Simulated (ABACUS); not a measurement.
## NbAs: relaxation of cell and atoms with RPBE

Crystal: NbAs.

```
CELL_PARAMETERS angstrom
-1.72585 1.72585 5.84000
1.72585 -1.72585 5.84000
1.72585 1.72585 -5.84000
ATOMIC_POSITIONS crystal
Nb 0.50000 0.00000 0.50000
Nb 0.75000 0.75000 0.00000
As 0.91600 0.41600 0.50000
As 0.16600 0.16600 0.00000
```

```json
{
 "Program": "ABACUS 3.10.1",
 "Task": "relaxation of cell and atoms",
 "Functional": "RPBE",
 "Potentials or basis": "PseudoDojo NC SR 0.5 PBE standard",
 "Cutoff": "1143 eV",
 "Density cutoff": "4572 eV",
 "Basis": "plane waves",
 "k mesh": "9 × 9 × 9",
 "Occupations": "fermi-dirac, width 0.05 eV",
 "Spin": "no spin polarisation",
 "Radial cutoff of the potentials (pseudo_rcut)": "7 bohr",
 "Max steps of the relaxation": "60",
 "Force threshold": "0.02 eV/Å",
 "Optimiser": "cg",
 "Stress threshold": "1 kbar",
 "SCF threshold on the density": "1e-08",
 "Max SCF steps": "100",
 "Eigensolver": "dav",
 "Mixing": "broyden",
 "Mixing share": "0.7",
 "Symmetry key": "1",
 "Bands": "34"
}
```

The relaxed volume is 18.07 Å³/atom, the relaxed cell is a = 6.413 Å, b = 6.413 Å, c = 6.413 Å, α = 148.38°, β = 148.38°, γ = 45.33° and the space group after relaxing (to 0.05 Å) is I4_1md (No. 109). The energy gained by relaxing is 15.0 meV/atom, the ionic steps are 9 and the pressure after relaxing is 0.0 GPa. The largest force after relaxing is 0.008 eV/Å and the band gap on the k mesh is none (metal or under the smearing width).

Forces on the atoms (eV/Å):
```
Nb   0.000  0.000 -0.008
Nb   0.000  0.000 -0.008
As   0.000  0.000  0.008
As   0.000  0.000  0.008
```

Step by step:
```csv
step,energy change (eV),largest force (eV/Å),pressure (GPa),volume (Å³)
1,0.0000,0.3052,6.52,69.58
2,0.0908,0.0872,-9.21,77.23
3,-0.0582,0.1224,-0.30,72.42
4,-0.0582,0.1199,-0.31,72.42
5,-0.0597,0.0025,-0.09,72.32
6,-0.0597,0.0007,-0.11,72.33
7,-0.0598,0.0094,0.13,72.21
8,-0.0598,0.0006,0.10,72.23
9,-0.0598,0.0079,0.00,72.26
```

Final structure:
```
Nb As
1.0
    -1.74724    1.74724    5.91763
     1.74724   -1.74724    5.91763
     1.74724    1.74724   -5.91763
Nb As
2 2
Cartesian
  1.7472 0.0000 5.9058
  0.0000 0.0000 8.8646
  0.0000 1.7472 4.9353
  0.0000 0.0000 1.9765
```

Levels at points of the mesh, in eV from the Fermi level:
| k point | band 26 | band 27 | band 28 | band 29 | band 30 | band 31 |
| --- | --- | --- | --- | --- | --- | --- |
| (0.00, 0.00, 0.00) | -1.61 | -1.35 | -1.35 | 0.65 | 1.19 | 2.31 |

Run time: 18 min on 4 MPI ranks on Intel(R) Xeon(R) Platinum 8488C (Sapphire Rapids), with other jobs on the host, peak memory 1 GiB a rank.

Caveat: there are fewer bands than atomic start orbitals, so a level may be missed at k points of high symmetry; the potentials were made for another functional, which shifts forces and pressure. Zero-point motion and thermal expansion aren't in these numbers.
